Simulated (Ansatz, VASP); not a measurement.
# AlN in VASP and in Ansatz

```
Al N
1.0
     0.17173    2.18102    2.18102
     2.18102    0.17173    2.18102
     2.18102    2.18102    0.17173
Al N
1 1
Direct
  0.50000 0.50000 0.50000
  0.00000 0.00000 0.00000
```

Alike in both runs: task single point; functional PBEsol; k mesh 10 × 10 × 10; occupations gaussian, width 0.05 eV; no spin polarisation.

|  | VASP | Ansatz |
| --- | --- | --- |
| version | VASP 6.6.1 | Ansatz 0.2.0 |
| potentials or method | VASP PAW PBE potentials, release 64 (Al, N) | scalar-relativistic, plane waves, PAW |
| plane-wave cutoff (eV) | 520 | 520 |
| valence electrons in the cell | 8 | 8 |

|  | VASP | Ansatz | Ansatz less VASP |
| --- | --- | --- | --- |
| gap on the k mesh at the Fermi level (eV) | 2.35 | 2.35 | +0.001 |
| least direct gap on the mesh (eV) | 2.90 | 2.89 | -0.011 |
| pressure (GPa) | -20.4 | -20.3 | +0.04 |
| largest component of the traceless stress (GPa) | 24.24 | 24.21 | -0.027 |

Ansatz warned: «pseudo_functional_mismatch».

Caveats: so large a pressure means that the cell lies far from this level's equilibrium, or that cutoff or potentials fall short (VASP); the potentials were made for another functional, which shifts forces and pressure (VASP). A k mesh can miss the band edges.
